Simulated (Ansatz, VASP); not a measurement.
# One calculation of KCl, two programs

Contents of INCAR:

```
SYSTEM = KCl
  PREC = Accurate
  ENCUT = 520
  EDIFF = 1E-8
  ISMEAR = -1
  SIGMA = 0.01
  LREAL = .FALSE.
  LASPH = .TRUE.
  NELM = 80
  ALGO = Normal
  ISIF = 2
  LWAVE = .FALSE.
  LCHARG = .FALSE.
  GGA = PS
  LEFG = .TRUE.
  NBANDS = 15
```

KPOINTS

```
Automatic mesh
0
G
  7 7 7
  0 0 0
```

POSCAR

```
KCl
1.0
    3.6340000000      0.0000000000      0.0000000000
    0.0000000000      3.6340000000      0.0000000000
    0.0000000000      0.0000000000      3.6340000000
K Cl
1 1
Direct
    0.0000000000      0.0000000000      0.0000000000
    0.5000000000      0.5000000000      0.5000000000
```

Input for Ansatz:

```yaml
crystal:
  lattice:
    - [3.634, 0.0, 0.0]
    - [0.0, 3.634, 0.0]
    - [0.0, 0.0, 3.634]
  atoms:
    - { symbol: K, position: [0.0, 0.0, 0.0] }
    - { symbol: Cl, position: [0.5, 0.5, 0.5] }
kpoints:
  mp_grid: { grid: [7, 7, 7] }
  band_path:
    path:
      - [0.0, 0.0, 0.0]
      - [0.0, 0.5, 0.0]
      - [0.5, 0.5, 0.0]
      - [0.0, 0.0, 0.0]
      - [0.5, 0.5, 0.5]
      - [0.0, 0.5, 0.0]
      - [0.5, 0.5, 0.5]
      - [0.5, 0.5, 0.0]
    npoints: 8
scf:
  occupations: { method: fermi_dirac, width: 0.01 }
hamiltonian:
  xc: pbesol
  pseudopotentials: { kind: all_electron, datasets: crystal }
output:
  forces: true
  stress: true
  eigenvalues: true
  efg: { contact_densities: true }
```

Alike in both runs: task electric field gradients; functional PBEsol; k mesh 7 × 7 × 7; occupations fermi-dirac, width 0.01 eV; no spin polarisation.

|  | VASP | Ansatz |
| --- | --- | --- |
| version | VASP 6.6.1 | Ansatz 0.2.0 |
| potentials or method | VASP PAW PBE potentials, release 64 (K_sv, Cl) | all-electron PAW with datasets made for the crystal, scalar-relativistic |
| plane-wave cutoff (eV) | 520 | see its input |

VASP gave:

| Quantity | Value |
| --- | --- |
| gap on the k mesh at the Fermi level (eV) | 5.40 |
| pressure (GPa) | 2.4 |
| Vzz of the field gradient on the site that differs most (V/Å²) | 0.0 |

**Question.** What did Ansatz give for the same quantities?

**Answer.** gap on the k mesh at the Fermi level (eV): 5.40; pressure (GPa): 2.3; Vzz of the field gradient on the site that differs most (V/Å²): 0.0.

Ansatz ran all-electron here, so the differences hold the error of VASP's frozen core and of both bases.

Caveats: the PAW data sets were made with another functional, which shifts forces and pressure a little (VASP); an odd mesh through Γ misses points on the zone boundary, where band edges often lie. Expect the measured gap to be larger: semilocal functionals such as PBEsol lack the derivative discontinuity.
